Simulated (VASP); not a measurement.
# TiO2 (P4_2/mnm) in VASP: notebook, part 2 of 2

VASP 6.6.1. The steps go on from the part before.

### 4 Dielectric tensor, PBE

Input file INCAR:

```
  PREC = Accurate
  ENCUT = 340
  EDIFF = 1E-8
  ISMEAR = 0
  SIGMA = 0.01
  LREAL = F
  LASPH = T
  NELM = 100
  ALGO = Normal
  ISIF = 2
  LWAVE = F
  LCHARG = F
  GGA = PE
  LEPSILON = T
```

Input file KPOINTS:

```
regular mesh
0
Gamma
  4 4 6
```

Input file POSCAR:

```
TiO2
1.0
    4.5998373239      0.0000000000      0.0000000000
    0.0000000000      4.5998373239      0.0000000000
    0.0000000000      0.0000000000      2.9592135600
Ti O
2 4
Direct
    0.0000000000      0.0000000000      0.5000000000
    0.5000000000      0.5000000000      0.0000000000
    0.3043213200      0.3043213200      0.5000000000
    0.1956786800      0.8043213200      0.0000000000
    0.8043213200      0.1956786800      0.0000000000
    0.6956786800      0.6956786800      0.5000000000
```

Potentials or basis: VASP PAW PBE potentials, release 64 (Ti_sv, O).

The run is started by

```
> cat potpaw_PBE.64/Ti_sv/POTCAR potpaw_PBE.64/O/POTCAR > POTCAR
> mpirun -np 1 vasp_std > vasp.out
```

OUTCAR:

```text
PREC = Accurate
   ENCUT = 340
   EDIFF = 1E-8
   ISMEAR = 0
   LREAL = F
   LASPH = T
   NELM = 100
   ISIF = 2
   GGA = PE
   LEPSILON = T

 Found     24 irreducible k-points:

 Following reciprocal coordinates:
            Coordinates               Weight
  0.000000  0.000000  0.000000      1.000000
  0.250000  0.000000  0.000000      4.000000
  0.500000  0.000000  0.000000      2.000000
  0.250000  0.250000  0.000000      4.000000
  0.500000  0.250000  0.000000      4.000000
  0.500000  0.500000  0.000000      1.000000
   k-points           NKPTS =     24   k-points in BZ     NKDIM =     24   number of bands    NBANDS=     28
   number of dos      NEDOS =    301   number of ions     NIONS =      6
   total plane-waves  NPLWV =  14112
   dimension x,y,z NGX =    28 NGY =   28 NGZ =   18
   dimension x,y,z NGXF=    56 NGYF=   56 NGZF=   36
   ions per type =               2   4
   NGX,Y,Z   is equivalent  to a cutoff of  10.12, 10.12, 10.11 a.u.
[... 338 lines left out ...]
  x     0.00000     0.00000     0.00000     0.00000     0.00000     0.00000
  y     0.00000     0.00000     0.00000     0.00000     0.00000     0.00000
  z     0.00000     0.00000     0.00000     0.00000     0.00000     0.00000

 PIEZOELECTRIC TENSOR (including local field effects)  for field in x, y, z        (C/m^2)
          XX          YY          ZZ          XY          YZ          ZX
  --------------------------------------------------------------------------------
  x     0.00000     0.00000     0.00000     0.00000     0.00000     0.00000
  y     0.00000     0.00000     0.00000     0.00000     0.00000     0.00000
  z     0.00000     0.00000     0.00000     0.00000     0.00000     0.00000

 BORN EFFECTIVE CHARGES (including local field effects) (in |e|, cummulative output)
 ---------------------------------------------------------------------------------
 ion    1
    1     6.34200     1.03873     0.00000
    2     1.03873     6.34200     0.00000
    3     0.00000     0.00000     7.71143
 ion    2
    1     6.34200    -1.03873     0.00000
    2    -1.03873     6.34200     0.00000
    3     0.00000     0.00000     7.71143
 ion    3
    1    -3.17100    -1.82679     0.00000
    2    -1.82679    -3.17100     0.00000
    3     0.00000     0.00000    -3.85571
 ion    4
    1    -3.17100     1.82679     0.00000
    2     1.82679    -3.17100     0.00000
    3     0.00000     0.00000    -3.85571
 ion    5
    1    -3.17100     1.82679     0.00000
    2     1.82679    -3.17100     0.00000
    3     0.00000     0.00000    -3.85571
 ion    6
    1    -3.17100    -1.82679     0.00000
    2    -1.82679    -3.17100     0.00000
    3     0.00000     0.00000    -3.85571
```

OSZICAR:

```text
N       E                     dE             d eps       ncg     rms          rms(c)
DAV:   1     0.562171963220E+03    0.56217E+03   -0.20040E+04  1352   0.155E+03
DAV:   2     0.755434676464E+01   -0.55462E+03   -0.53699E+03  1680   0.505E+02
DAV:   3    -0.660040698918E+02   -0.73558E+02   -0.73112E+02  1992   0.180E+02
DAV:   4    -0.704612476700E+02   -0.44572E+01   -0.44546E+01  1872   0.416E+01
[... 11 lines left out ...]
RMM:  12    -0.142717691351E+01   -0.18183E-04   -0.28291E-05  2756   0.409E-03    0.139E-04
RMM:  13    -0.142718153080E+01   -0.46173E-05   -0.10277E-05  3029   0.253E-03    0.679E-05
RMM:  14    -0.142718083071E+01    0.70009E-06   -0.10807E-05  2872   0.187E-03    0.654E-05
RMM:  15    -0.142718262616E+01   -0.17954E-05   -0.72801E-06  2805   0.156E-03    0.119E-05
RMM:  16    -0.142718297719E+01   -0.35103E-06   -0.45523E-06  2510   0.141E-03    0.178E-05
RMM:  17    -0.142718315236E+01   -0.17517E-06   -0.33227E-06  2351   0.134E-03    0.833E-06
```

stdout:

```text
POSCAR found type information on POSCAR TiO
 POSCAR found :  2 types and       6 ions
 scaLAPACK will be used
 LDA part: xc-table for (Slater+PW92), standard interpolation
 POSCAR, INCAR and KPOINTS ok, starting setup
 FFT: planning ... GRIDC
 FFT: planning ... GRID_SOFT
 FFT: planning ... GRID
 WAVECAR not read
[... 62 lines left out ...]
 Linear response to external field (no local field effect), progress :
  Direction:   3
 dielectric tensor                  component  3 :    -0.904    -0.208     8.982
 Linear response to external field, progress :
  Direction:   1
 dielectric tensor                  component  1 :     7.449    -0.372    -0.655
 Linear response to external field, progress :
  Direction:   2
 dielectric tensor                  component  2 :    -0.372     7.449    -0.567
 Linear response to external field, progress :
  Direction:   3
 dielectric tensor                  component  3 :    -0.903    -0.209     8.872
 Born effective charges drift removed
```

It took 3.9 min on 1 thread of Intel Xeon 6975P-C (Granite Rapids), shared host; peak memory 0.21 GiB.

The run converged, but a check on its numbers failed (symmetry, net force, bounds or a known fault of this set-up), so they aren't taken as properties of the crystal.

Caveat: the cutoff lies under the usual one of these potentials, so the numbers hold a large basis-set error.

### 5 Dielectric tensor, PBE

INCAR: that of step 4 with these lines changed.

```diff
@@ -1,3 +1,3 @@
   PREC = Accurate
-  ENCUT = 340
+  ENCUT = 460
   EDIFF = 1E-8
```

KPOINTS is that of step 4.

POSCAR is that of step 4.

Potentials or basis: VASP PAW PBE potentials, release 64 (Ti_sv, O).

The run is started by

```
> cat potpaw_PBE.64/Ti_sv/POTCAR potpaw_PBE.64/O/POTCAR > POTCAR
> mpirun -np 1 vasp_std > vasp.out
```

OUTCAR:

```text
PREC = Accurate
   ENCUT = 460
   EDIFF = 1E-8
   ISMEAR = 0
   LREAL = F
   LASPH = T
   NELM = 100
   ISIF = 2
   GGA = PE
   LEPSILON = T

 Found     24 irreducible k-points:

 Following reciprocal coordinates:
            Coordinates               Weight
  0.000000  0.000000  0.000000      1.000000
  0.250000  0.000000  0.000000      4.000000
  0.500000  0.000000  0.000000      2.000000
  0.250000  0.250000  0.000000      4.000000
  0.500000  0.250000  0.000000      4.000000
  0.500000  0.500000  0.000000      1.000000
   k-points           NKPTS =     24   k-points in BZ     NKDIM =     24   number of bands    NBANDS=     28
   number of dos      NEDOS =    301   number of ions     NIONS =      6
   total plane-waves  NPLWV =  24576
   dimension x,y,z NGX =    32 NGY =   32 NGZ =   24
   dimension x,y,z NGXF=    64 NGYF=   64 NGZF=   48
   ions per type =               2   4
   NGX,Y,Z   is equivalent  to a cutoff of  11.57, 11.57, 13.48 a.u.
[... 337 lines left out ...]
  x     0.00000     0.00000     0.00000     0.00000     0.00000     0.00000
  y     0.00000     0.00000     0.00000     0.00000     0.00000     0.00000
  z     0.00000     0.00000     0.00000     0.00000     0.00000     0.00000

 PIEZOELECTRIC TENSOR (including local field effects)  for field in x, y, z        (C/m^2)
          XX          YY          ZZ          XY          YZ          ZX
  --------------------------------------------------------------------------------
  x     0.00000     0.00000     0.00000     0.00000     0.00000     0.00000
  y     0.00000     0.00000     0.00000     0.00000     0.00000     0.00000
  z     0.00000     0.00000     0.00000     0.00000     0.00000     0.00000

 BORN EFFECTIVE CHARGES (including local field effects) (in |e|, cummulative output)
 ---------------------------------------------------------------------------------
 ion    1
    1     6.35344     1.03932     0.00000
    2     1.03932     6.35344     0.00000
    3     0.00000     0.00000     7.73633
 ion    2
    1     6.35344    -1.03932     0.00000
    2    -1.03932     6.35344     0.00000
    3     0.00000     0.00000     7.73633
 ion    3
    1    -3.17672    -1.82595     0.00000
    2    -1.82595    -3.17672     0.00000
    3     0.00000     0.00000    -3.86817
 ion    4
    1    -3.17672     1.82595     0.00000
    2     1.82595    -3.17672     0.00000
    3     0.00000     0.00000    -3.86817
 ion    5
    1    -3.17672     1.82595     0.00000
    2     1.82595    -3.17672     0.00000
    3     0.00000     0.00000    -3.86817
 ion    6
    1    -3.17672    -1.82595     0.00000
    2    -1.82595    -3.17672     0.00000
    3     0.00000     0.00000    -3.86817
```

It took 4.3 min on 1 thread of Intel Xeon 6975P-C (Granite Rapids), shared host; peak memory 0.28 GiB.

The run converged, but some of its settings lie outside the range that counts as converged, so its numbers aren't taken as properties of the crystal.

Results:

* Band gap on the k mesh: 1.84 eV, direct
* Electronic dielectric tensor (diagonal): 7.50, 7.50, 8.95
* Born charges (mean of the diagonal): Ti +6.81; O -3.41 e

Caveat: the cutoff is under 1.25 times the usual one of these potentials, so pressure, stress and relaxed cells hold a basis-set (Pulay) error.

### 6 The reference run

An earlier run on the cell as given: functional PBEsol; potentials or basis VASP PAW PBE potentials, release 64 (Ti_sv, O); cutoff 520 eV; k mesh 6 × 6 × 9; occupations fermi-dirac, width 0.05 eV; no spin polarisation.

* Pressure: -2.1 GPa
* Largest force: 0.047 eV/Å
* Band gap on the k mesh: 1.80 eV, direct
